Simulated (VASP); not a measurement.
The input files of a VASP run:

KPOINTS:
```
Automatic mesh
0
Gamma
5 5 5
0 0 0
```

File POSCAR:
```
SrF2
1
    0.0000000000     2.9580000000     2.9580000000
    2.9580000000     0.0000000000     2.9580000000
    2.9580000000     2.9580000000     0.0000000000
Sr F
1 2
Direct
  0.0000000000   0.0000000000   0.0000000000
  0.2500000000   0.2500000000   0.2500000000
  0.7500000000   0.7500000000   0.7500000000
```

### INCAR
```
SYSTEM = SrF2
PREC = Accurate
ENCUT = 520
EDIFF = 1E-6
NELM = 100
ALGO = Normal
LREAL = .FALSE.
LASPH = .TRUE.
ISMEAR = 2
SIGMA = 0.2
GGA = PE
LMAXMIX = 4
LWAVE = .FALSE.
LCHARG = .FALSE.
ISIF = 2
```

POTCAR, in this order: Sr_sv F (PBE.64 set). Program: vasp_std.

One choice in this input is risky. Which, and does it do harm here?

The risk: Methfessel-Paxton smearing was used on a material with a gap. Here it does no harm: the run (PBE GGA, plane waves, VASP's PBE PAW potentials (set 64)) converges to the same energy and pressure as with the safe setting.
### OSZICAR
```
       N       E                     dE             d eps       ncg     rms          rms(c)
DAV:   1     0.150755768958E+03    0.15076E+03   -0.14061E+04   320   0.145E+03
DAV:   2    -0.126631053989E+02   -0.16342E+03   -0.16009E+03   424   0.305E+02
DAV:   3    -0.184425195439E+02   -0.57794E+01   -0.57855E+01   424   0.634E+01
DAV:   4    -0.186274289796E+02   -0.18491E+00   -0.18490E+00   496   0.870E+00
DAV:   5    -0.186286577535E+02   -0.12288E-02   -0.12288E-02   400   0.771E-01    0.139E+01
DAV:   6    -0.170342583511E+02    0.15944E+01   -0.85735E+00   320   0.200E+01    0.118E+01
DAV:   7    -0.170311932044E+02    0.30651E-02   -0.22290E-01   424   0.413E+00    0.625E+00
DAV:   8    -0.170508656879E+02   -0.19672E-01   -0.44704E-02   408   0.259E+00    0.517E-01
DAV:   9    -0.170585142982E+02   -0.76486E-02   -0.10438E-02   416   0.721E-01    0.332E-01
DAV:  10    -0.170600447485E+02   -0.15305E-02   -0.13572E-03   344   0.277E-01    0.853E-02
DAV:  11    -0.170602490092E+02   -0.20426E-03   -0.18055E-04   368   0.921E-02    0.220E-02
DAV:  12    -0.170602707365E+02   -0.21727E-04   -0.36055E-05   408   0.409E-02    0.189E-02
DAV:  13    -0.170602698906E+02    0.84591E-06   -0.34390E-06   392   0.151E-02
   1 F= -.17060270E+02 E0= -.17065746E+02  d E =0.219049E-01
```

The compound is SrF2 in the fluorite structure. The cell was not relaxed at this level.
